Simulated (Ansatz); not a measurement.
Runs of Ansatz 0.2.0 on BAs. Symmetry: F-43m, No. 216, cubic system. The conventional cell has a = 4.777 Å, b = 4.777 Å, c = 4.777 Å, α = 90.00°, β = 90.00°, γ = 90.00°. As (site symmetry -43m) is surrounded by 4 B at 2.07 Å. B (site symmetry -43m) has 4 As at 2.07 Å as nearest neighbours. 

| task | level | cell | k mesh | smearing | points for each segment of the path | mesh quality | gap on the mesh (eV) | pressure (GPa) |
| --- | --- | --- | --- | --- | --- | --- | --- | --- |
| band structure | revPBE | as given | 10 × 10 × 10 | fermi-dirac 0.05 eV | 14 | not flagged | 1.21 | 4.8 |
| Born charges and dielectric tensor | LDA | as given | 10 × 10 × 10 | fixed | - | not flagged | (b) | - |
| band structure | PBEsol0 | as given | 5 × 5 × 5 | fermi-dirac 0.05 eV | 4 | coarse | 2.46 | -2.8 |
| band structure | HF | as given | 5 × 5 × 5 | fermi-dirac 0.05 eV | 4 | coarse | 7.35 | 5.1 |
| relaxation of cell and atoms | HSEsol | relaxed | 5 × 5 × 5 | fermi-dirac 0.05 eV | - | coarse | (a) | 0.0 |

Alike in all rows: potentials or basis Ansatz PAW; no spin polarisation; cutoff (eV) 420.

Problem. Fill in the values left out.

Solution. (a) 1.76; (b) 1.13.

Caveats: some runs use coarse meshes; the PAW data sets come from PBE, with cores solved anew for the run's functional, which leaves a small shift of forces and pressure; the thresholds are loose for stress (some runs); odd divisions of the mesh miss points on the zone boundary, where band edges often lie, so the gap on the mesh can be too wide (some runs); the plane-wave basis is chosen anew once the cell has moved, so the energies of steps on either side of that aren't comparable (some runs).

A k mesh can miss the band edges, and the runs leave out spin-orbit coupling on As.

Runs at the PBE level aren't shown here.
